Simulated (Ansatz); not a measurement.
Level of theory: DFT PBEsol+D3(BJ), scalar-relativistic, plane waves, PAW in Ansatz 0.2.0.

Structure of SnO:

```yaml
crystal:
  lattice:
    - [3.29985, 0.00000, 0.00000]
    - [0.00000, 5.59761, 0.00000]
    - [0.00000, 0.00000, 3.62974]
  atoms:
    - { symbol: Sn, position: [0.00000, 0.24270, 0.54210] }
    - { symbol: Sn, position: [0.50000, 0.75730, 0.04210] }
    - { symbol: O, position: [0.00000, 0.87681, 0.70790] }
    - { symbol: O, position: [0.50000, 0.12319, 0.20790] }
```

Cutoff 420 eV; k points 8×6×8 on the computed 4-atom cell (Γ-centred); Gaussian smearing, width 0.02 eV; no spin polarisation.

Levels along Γ–X–S–Y–Γ–Z–U–R–T–Z | X–U | Y–T | S–R, in eV from a zero inside the gap, sorted by energy at each point. Points in fractions of the primitive reciprocal vectors: Γ (0.000 0.000 0.000), X (0.500 0.000 0.000), S (0.500 0.500 0.000), Y (0.000 0.500 0.000), Z (0.000 0.000 0.500), U (0.500 0.000 0.500), R (0.500 0.500 0.500), T (0.000 0.500 0.500).
```tsv
point	k (1/Å, with 2π)	band 17	band 18	band 19	band 20	band 21	band 22	band 23
Γ	0.000	-4.57	-3.35	-2.97	-0.50	2.73	3.32	6.07
-	0.136	-4.52	-3.28	-2.97	-0.52	2.81	3.40	6.01
-	0.272	-4.39	-3.12	-2.97	-0.58	2.99	3.51	5.39
-	0.408	-4.20	-3.07	-2.85	-0.70	3.17	3.30	4.95
-	0.544	-3.99	-3.15	-2.60	-0.92	2.70	3.08	4.85
-	0.680	-3.79	-3.26	-2.35	-1.24	2.18	2.65	4.89
-	0.816	-3.62	-3.39	-2.12	-1.59	1.91	2.19	5.17
X	0.952	-3.50	-3.50	-1.88	-1.88	1.92	1.92	5.45
-	1.032	-3.50	-3.50	-1.88	-1.88	1.90	1.90	5.47
-	1.112	-3.49	-3.49	-1.89	-1.89	1.84	1.84	5.53
-	1.193	-3.48	-3.48	-1.89	-1.89	1.76	1.76	5.62
-	1.273	-3.47	-3.47	-1.90	-1.90	1.67	1.67	5.70
-	1.353	-3.46	-3.46	-1.91	-1.91	1.60	1.60	5.78
-	1.433	-3.45	-3.45	-1.92	-1.92	1.55	1.55	5.84
S	1.513	-3.45	-3.45	-1.92	-1.92	1.53	1.53	5.86
-	1.649	-3.72	-3.28	-2.18	-1.45	0.79	2.42	5.16
-	1.785	-4.06	-3.17	-2.27	-1.10	0.51	3.31	4.56
-	1.921	-4.37	-3.08	-2.27	-1.37	1.14	3.61	4.62
-	2.057	-4.62	-3.02	-2.27	-1.88	2.24	3.27	5.14
-	2.193	-4.79	-3.03	-2.35	-2.28	2.97	3.49	4.87
-	2.329	-4.66	-3.21	-2.63	-2.29	2.78	4.34	4.96
Y	2.465	-4.46	-3.40	-2.69	-2.29	2.72	4.35	4.85
-	2.546	-4.47	-3.40	-2.79	-2.08	2.67	4.37	4.86
-	2.626	-4.49	-3.39	-2.91	-1.70	2.56	4.32	5.00
-	2.706	-4.52	-3.38	-2.96	-1.30	2.47	4.14	5.30
-	2.786	-4.54	-3.37	-2.97	-0.95	2.45	3.92	5.66
-	2.866	-4.55	-3.36	-2.97	-0.70	2.51	3.67	5.96
-	2.946	-4.57	-3.35	-2.97	-0.55	2.65	3.44	6.05
Γ	3.027	-4.57	-3.35	-2.97	-0.50	2.73	3.32	6.07
-	3.150	-4.53	-3.36	-2.86	-0.57	2.79	3.18	6.04
-	3.274	-4.43	-3.38	-2.60	-0.77	2.84	2.94	5.29
-	3.397	-4.29	-3.41	-2.33	-1.08	2.44	3.11	4.53
-	3.521	-4.18	-3.48	-2.11	-1.45	2.09	2.99	4.22
-	3.645	-4.17	-3.58	-1.97	-1.76	1.86	2.52	4.46
-	3.768	-4.08	-3.72	-1.92	-1.91	1.77	2.09	4.88
Z	3.892	-3.89	-3.89	-1.93	-1.93	1.83	1.83	5.33
-	4.028	-3.94	-3.94	-1.92	-1.92	1.96	1.96	5.32
-	4.164	-3.98	-3.98	-1.94	-1.94	2.28	2.28	5.10
-	4.300	-3.91	-3.91	-2.03	-2.03	2.59	2.59	4.45
-	4.436	-3.85	-3.85	-2.16	-2.16	2.54	2.54	4.02
-	4.572	-3.95	-3.95	-2.22	-2.22	2.08	2.08	4.06
-	4.708	-4.24	-4.24	-2.17	-2.17	1.64	1.64	4.18
U	4.844	-4.48	-4.48	-2.12	-2.12	1.48	1.48	4.22
-	4.924	-4.49	-4.49	-2.08	-2.08	1.48	1.48	4.24
-	5.005	-4.53	-4.53	-1.95	-1.95	1.48	1.48	4.26
-	5.085	-4.58	-4.58	-1.76	-1.76	1.50	1.50	4.25
-	5.165	-4.66	-4.66	-1.55	-1.55	1.53	1.53	4.15
-	5.245	-4.73	-4.73	-1.35	-1.35	1.57	1.57	3.96
-	5.325	-4.79	-4.79	-1.21	-1.21	1.62	1.62	3.79
R	5.405	-4.81	-4.81	-1.15	-1.15	1.64	1.64	3.71
-	5.541	-4.43	-4.43	-1.19	-1.19	1.59	1.59	3.80
-	5.677	-3.94	-3.94	-1.28	-1.28	1.51	1.51	4.04
-	5.813	-3.56	-3.56	-1.43	-1.43	1.47	1.47	4.43
-	5.949	-3.37	-3.37	-1.63	-1.63	1.48	1.48	5.01
-	6.085	-3.35	-3.35	-1.87	-1.87	1.49	1.49	5.65
-	6.221	-3.51	-3.51	-2.08	-2.08	1.48	1.48	5.57
T	6.357	-3.83	-3.83	-2.17	-2.17	1.48	1.48	5.51
-	6.438	-3.88	-3.88	-2.15	-2.15	1.49	1.49	5.50
-	6.518	-3.88	-3.88	-2.10	-2.10	1.54	1.54	5.48
-	6.598	-3.88	-3.88	-2.05	-2.05	1.62	1.62	5.45
-	6.678	-3.89	-3.89	-2.00	-2.00	1.70	1.70	5.41
-	6.758	-3.89	-3.89	-1.96	-1.96	1.77	1.77	5.37
-	6.838	-3.89	-3.89	-1.94	-1.94	1.82	1.82	5.34
Z	6.919	-3.89	-3.89	-1.93	-1.93	1.83	1.83	5.33
X	6.919	-3.50	-3.50	-1.88	-1.88	1.92	1.92	5.45
-	7.042	-3.52	-3.52	-1.89	-1.89	1.99	1.99	5.19
-	7.166	-3.58	-3.58	-1.94	-1.94	2.16	2.16	4.61
-	7.290	-3.65	-3.65	-2.03	-2.03	2.29	2.29	4.07
-	7.413	-3.78	-3.78	-2.12	-2.12	2.19	2.19	3.88
-	7.537	-4.00	-4.00	-2.16	-2.16	1.86	1.86	4.00
-	7.660	-4.30	-4.30	-2.14	-2.14	1.58	1.58	4.16
U	7.784	-4.48	-4.48	-2.12	-2.12	1.48	1.48	4.22
Y	7.784	-4.46	-3.40	-2.69	-2.29	2.72	4.35	4.85
-	7.908	-4.40	-3.40	-2.52	-2.30	2.75	3.67	4.83
-	8.031	-4.29	-3.42	-2.31	-2.13	2.61	2.83	4.73
-	8.155	-4.16	-3.45	-2.33	-1.69	1.63	2.90	4.58
-	8.279	-4.02	-3.50	-2.36	-1.37	0.90	2.82	4.51
-	8.402	-3.89	-3.60	-2.38	-1.43	0.70	2.50	4.66
-	8.526	-3.81	-3.72	-2.35	-1.80	0.99	2.01	5.02
T	8.650	-3.83	-3.83	-2.17	-2.17	1.48	1.48	5.51
S	8.650	-3.45	-3.45	-1.92	-1.92	1.53	1.53	5.86
-	8.773	-3.44	-3.44	-1.85	-1.85	1.49	1.49	5.72
-	8.897	-3.47	-3.47	-1.67	-1.67	1.39	1.39	5.35
-	9.021	-3.59	-3.59	-1.46	-1.46	1.29	1.29	4.90
-	9.144	-3.83	-3.83	-1.30	-1.30	1.29	1.29	4.47
-	9.268	-4.18	-4.18	-1.21	-1.21	1.40	1.40	4.11
-	9.392	-4.57	-4.57	-1.17	-1.17	1.56	1.56	3.83
R	9.515	-4.81	-4.81	-1.15	-1.15	1.64	1.64	3.71
```

This form isn't the usual stable structure of the compound.

Cost: 1 run of about 2.2 core-minutes, on Arm Neoverse V1 (shared hosts).